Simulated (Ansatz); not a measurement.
Calculated field gradients at the nuclei for ZnS

The cell is a Materials Project structure (computed, not necessarily an observed phase), taken as it stands.

```
Zn S
1.0
     3.80671    0.00000    0.00000
    -1.90335    3.29671    0.00000
     0.00000    0.00000   62.30256
Zn S
20 20
Direct
  0.00000 0.00000 0.65005
  0.00000 0.00000 0.05002
  0.66667 0.33333 0.60001
  0.33333 0.66667 0.80006
  0.66667 0.33333 0.30002
  0.33333 0.66667 0.95001
  0.33333 0.66667 0.50002
  0.33333 0.66667 0.35005
  0.33333 0.66667 0.10004
  0.66667 0.33333 0.90000
  0.00000 0.00000 0.55000
  0.66667 0.33333 0.00004
  0.66667 0.33333 0.45002
  0.00000 0.00000 0.40004
  0.66667 0.33333 0.15003
  0.00000 0.00000 0.85004
  0.00000 0.00000 0.20003
  0.33333 0.66667 0.70002
  0.66667 0.33333 0.75003
  0.33333 0.66667 0.25001
  0.66667 0.33333 0.33752
  0.00000 0.00000 0.68748
  0.33333 0.66667 0.83748
  0.33333 0.66667 0.28744
  0.00000 0.00000 0.23748
  0.66667 0.33333 0.03746
  0.33333 0.66667 0.38749
  0.00000 0.00000 0.08748
  0.00000 0.00000 0.88747
  0.33333 0.66667 0.98750
  0.66667 0.33333 0.48746
  0.33333 0.66667 0.73744
  0.33333 0.66667 0.53746
  0.66667 0.33333 0.78751
  0.66667 0.33333 0.63750
  0.00000 0.00000 0.58742
  0.33333 0.66667 0.13749
  0.66667 0.33333 0.93742
  0.00000 0.00000 0.43748
  0.66667 0.33333 0.18748
```

Atom numbers follow the list; atoms alike are taken as one site, whose name carries the number of the first.

Method: Kohn–Sham DFT in Ansatz, r2SCAN, plane waves and PAW, scalar-relativistic, 500 eV cutoff, Γ-centred 8×8×1 k-points, Fermi–Dirac smearing 0.02 eV.

C_Q = eQV_zz/h, which is 24.18 MHz for Q = 1 b and V_zz = 10²¹ V/m²; η = (V_xx − V_yy)/V_zz. ν_Q = 3|C_Q|/[2I(2I − 1)].

⁶⁷Zn: I = 5/2, Q = 122.0 mb; ³³S: I = 3/2, Q = -69.40 mb. Q values from Pyykkö, Mol. Phys. 116, 1328 (2018).

```tsv
site	atoms (order as listed)	first shell	C_Q (MHz)	η	ν_Q (MHz)
Zn1	1	4 S at 2.33 Å	0.087	0.00	0.013
Zn2	2	4 S at 2.33 Å	0.021	0.00	0.003
Zn3	3	4 S at 2.33–2.34 Å	-0.274	0.00	0.041
Zn4	4	4 S at 2.33 Å	0.094	0.00	0.014
Zn5	5	4 S at 2.33–2.34 Å	-0.253	0.00	0.038
Zn6	6, 19	4 S at 2.33–2.34 Å	-0.286	0.00	0.043
Zn7	7, 14, 20	4 S at 2.33 Å	-0.013	0.00	0.002
Zn8	8	4 S at 2.33 Å	0.120	0.00	0.018
Zn9	9, 11	4 S at 2.33 Å	-0.022	0.00	0.003
Zn10	10, 13, 17	4 S at 2.33 Å	≈0	–	0
Zn12	12	4 S at 2.33 Å	0.108	0.00	0.016
Zn15	15	4 S at 2.33 Å	0.013	0.00	0.002
Zn16	16	4 S at 2.33 Å	-0.039	0.00	0.006
Zn18	18	4 S at 2.33 Å	-0.030	0.00	0.005
S21	21, 34	4 Zn at 2.33–2.34 Å	-0.416	0.00	0.208
S22	22, 37, 40	4 Zn at 2.33 Å	-0.135	0.00	0.067
S23	23, 27, 31	4 Zn at 2.33 Å	-0.142	0.00	0.071
S24	24, 32, 36	4 Zn at 2.33 Å	-0.204	0.00	0.102
S25	25, 33, 39	4 Zn at 2.33 Å	-0.126	0.00	0.063
S26	26	4 Zn at 2.33 Å	-0.149	0.00	0.074
S28	28	4 Zn at 2.33 Å	-0.158	0.00	0.079
S29	29	4 Zn at 2.33 Å	-0.112	0.00	0.056
S30	30	4 Zn at 2.33–2.34 Å	-0.410	0.00	0.205
S35	35	4 Zn at 2.33–2.34 Å	-0.421	0.00	0.210
S38	38	4 Zn at 2.33 Å	-0.208	0.00	0.104
```

An axis of threefold or higher order runs through Zn1, Zn2, Zn3, Zn4, Zn5 and Zn6 and others, so V_zz lies along it and η is zero.

With these PAW files V_zz is typically within 2 to 3 % of all-electron values, but misses above 10 % occur on Zn.

Hardware: 1 thread of Intel Xeon Platinum 8259CL CPU @ 2.50GHz (Skylake/Cascade Lake) (x86_64; 16 cores open to the job, memory cap 3.0 GiB, no GPU), a shared host with a load of 0.2 a core. Wall time 8.7 min, CPU time 8.7 min, peak memory 2.8 GiB.
